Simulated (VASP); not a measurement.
# Ga24N23 (a cell with a defect) in VASP: a series of runs, part 2 of 2

VASP 6.6.1. Earlier steps stand in the parts before.

**3. Single point, HSE06**

Contents of POSCAR:

```
Ga24N23                                 
1.0
   -3.2177240000     -5.5732640000      5.2440550000
    6.4354500000      0.0000000000      5.2440550000
   -3.2177260000      5.5732640000      5.2440550000
  Ga              N             
    24    23
Direct
     0.8335709047606784    0.5004594253715458    0.6667940271563516
     0.6670494086595198    0.3319757268587117    0.9987665063298199
     0.9999510740320252    0.6664351925766679    0.3323793569562206
     0.6648516458989036    0.8326337474295065    0.5008637912937564
     0.9993356780480929    0.1660406214366934    0.8335344021429958
     0.1654442447887712    0.3339465947048209    0.4985240771080450
     0.4990997566593345    0.6667477924169857    0.8328585332738163
     0.8333092186869695    0.9995511704625744    0.1658930208475403
     0.3321757642366722    0.5004828039150084    0.1664109893111885
     0.3329181055458915    0.9992995916141546    0.6670723863039471
     0.1661065477339244    0.8330366054371791    0.9992103253935223
     0.4967472824835374    0.1638244234474346    0.3303769273594257
     0.6665776745077369    0.5021545679647942    0.3316459212627056
     0.4990985470579409    0.3332701785329841    0.6669822552966675
     0.8331517214857803    0.6673193468757025    0.9996948959912015
     0.4991879087866744    0.8332463986311255    0.1658772889537818
     0.8332822201260085    0.1661001436382023    0.5002149313589398
     0.9998334874855291    0.3336703576846359    0.1661663794561455
     0.3322144425272515    0.6670239033813099    0.5004106854762730
     0.6667227591458178    0.9996146835931436    0.8339718763768066
     0.1665888470719925    0.4999146500628360    0.8336818522885261
     0.1656353124335174    0.9993645498747838    0.3332972516763115
     0.0000213016613497    0.8338357765057010    0.6663983353515404
     0.3321015889546140    0.1669304775750182    0.9997052168308002
     0.4597572338333648    0.1260154665450675    0.7907312448730343
     0.7907962175756794    0.4574772417707805    0.1259621087681473
     0.4585528603538112    0.6241565940912680    0.2933235599930428
     0.7899902790548377    0.9598944223543221    0.6247059095068459
     0.9564505166057895    0.1267371275448509    0.2926835660431263
     0.2928514145463506    0.4576644105321276    0.6237228224100959
     0.6249942332858450    0.7917729073457307    0.9589529042462448
     0.1250196133275369    0.2922132994140352    0.9584316222097299
     0.1245635911651521    0.7922515736239700    0.4586536334467857
     0.9586869372405659    0.6256192765078181    0.7917678267140309
     0.2916240185723399    0.9592781285162002    0.1255036526391696
     0.7910516029934526    0.6241488306138183    0.4587082694448541
     0.6254170548357776    0.4580012631247272    0.7901261058170591
     0.9584924498902821    0.7920875874287041    0.1254029258669116
     0.6256760104080195    0.9597511117896151    0.2932824288228399
     0.9569010408576724    0.2922526239767977    0.6246051441658156
     0.1249498093372075    0.4588428134455772    0.2915654821009753
     0.4578161375172156    0.7919585216681796    0.6255204876539651
     0.7919923454350347    0.1249776883781508    0.9588494900165283
     0.2921974803266402    0.6252457477878403    0.9586689948054471
     0.2928482368524927    0.1265716249587889    0.4593115812111977
     0.1251945779626053    0.9592709856081314    0.7916884038218217
     0.4597320052437965    0.2930131829819809    0.1264112016260027
```

Contents of INCAR.step1:

```
PREC = Normal
ENCUT = 400
EDIFF = 1E-5
ISMEAR = 0
SIGMA = 0.01
LREAL = Auto
LASPH = True
NELM = 80
ALGO = Normal
ISIF = 2
LWAVE = True
LCHARG = False
NBANDS = 242
ICORELEVEL = 1
NELECT = 426.0
GGA = PE
LUSENCCL = False
```

Contents of INCAR.step2:

```
PREC = Normal
ENCUT = 400
EDIFF = 1E-6
ISMEAR = 0
SIGMA = 0.01
LREAL = Auto
LASPH = True
NELM = 80
ALGO = Normal
ISIF = 2
LWAVE = False
LCHARG = False
GGA = PE
LHFCALC = True
HFSCREEN = 0.2
PRECFOCK = Fast
NBANDS = 242
ICORELEVEL = 1
NELECT = 426.0
ISTART = 1
LUSENCCL = False
```

Contents of KPOINTS:

```
regular mesh
0
Gamma
  1 1 1
```

Potentials or basis: VASP PAW PBE potentials, release 64 (Ga_d, N).

Started as:

```
cat potpaw_PBE.64/Ga_d/POTCAR potpaw_PBE.64/N/POTCAR > POTCAR
cp INCAR.step1 INCAR
mpirun -np 1 vasp_gam > vasp.out
cp INCAR.step2 INCAR
mpirun -np 1 vasp_gam > vasp.out
```

Run time: 19 min. Hardware: 1 × NVIDIA H100 80GB with 1 thread of AMD EPYC 7R13 (Zen 3), shared host; peak memory 1.3 GiB.

The run converged. Its results:

```
Free energy            : -348.9009 eV
Largest force          : 0.483 eV/Å
Band gap on the k mesh : 3.76 eV, direct
```

Forces in eV/Å, atoms in the order of the input:
```
Ga   0.002  0.005  0.081
Ga  -0.024 -0.008  0.065
Ga  -0.006 -0.036  0.034
Ga  -0.004  0.028  0.042
Ga  -0.027  0.013  0.032
Ga   0.025 -0.012  0.053
Ga   0.039  0.018  0.041
Ga  -0.017 -0.038 -0.009
Ga   0.048  0.001 -0.030
Ga  -0.017  0.040 -0.023
Ga  -0.005  0.013  0.006
Ga   0.001 -0.010 -0.471
Ga   0.374 -0.183  0.146
Ga  -0.035  0.450  0.170
Ga   0.055 -0.012 -0.001
Ga   0.110 -0.052 -0.053
Ga  -0.370 -0.257  0.163
Ga   0.006 -0.040  0.021
Ga   0.034  0.017  0.030
Ga  -0.035  0.021  0.003
Ga   0.001  0.055  0.004
Ga  -0.092 -0.096 -0.053
Ga  -0.069 -0.034  0.002
Ga  -0.028  0.108 -0.062
N    0.182 -0.195  0.087
N   -0.050  0.196 -0.141
N   -0.239 -0.098  0.101
N    0.200 -0.035 -0.156
N    0.068  0.204  0.109
N   -0.092 -0.123 -0.153
N   -0.058  0.027  0.011
N   -0.022 -0.039  0.017
N    0.023  0.031  0.016
N    0.007 -0.014 -0.028
N    0.006  0.012  0.009
N   -0.084  0.088 -0.167
N   -0.002 -0.109 -0.160
N   -0.010  0.018 -0.010
N    0.080  0.061  0.157
N    0.083  0.031 -0.171
N    0.005 -0.013  0.004
N   -0.012 -0.030  0.014
N    0.017  0.034 -0.007
N   -0.010  0.022 -0.017
N    0.045 -0.055  0.161
N    0.028 -0.016 -0.020
N   -0.129  0.012  0.151
```

Levels at points of the mesh, in eV from the valence-band top:
```
           k point  band 209  band 210  band 211  band 212  band 213  band 214  band 215  band 216  band 217  band 218
(0.00, 0.00, 0.00)     -0.88     -0.28     -0.03      0.00      0.00      3.76      4.17      4.40      4.41      5.84
```

Core levels (eV, on the scale of the bands):
| atom | levels |
| --- | --- |
| 1 Ga | 1s -10216.4, 2s -1249.7, 2p -1086.2, 3s -136.5, 3p -87.3 |
| 2 Ga | 1s -10216.4, 2s -1249.8, 2p -1086.2, 3s -136.5, 3p -87.3 |
| 3 Ga | 1s -10216.3, 2s -1249.7, 2p -1086.2, 3s -136.5, 3p -87.2 |
| 4 Ga | 1s -10216.4, 2s -1249.8, 2p -1086.2, 3s -136.5, 3p -87.3 |
| 5 Ga | 1s -10216.3, 2s -1249.7, 2p -1086.2, 3s -136.5, 3p -87.2 |
| 6 Ga | 1s -10216.4, 2s -1249.8, 2p -1086.2, 3s -136.5, 3p -87.3 |

Caveat: the cell is charged against a uniform background, so pressure and absolute levels hang on convention; the PAW data sets were made with another functional, which shifts forces and pressure a little.
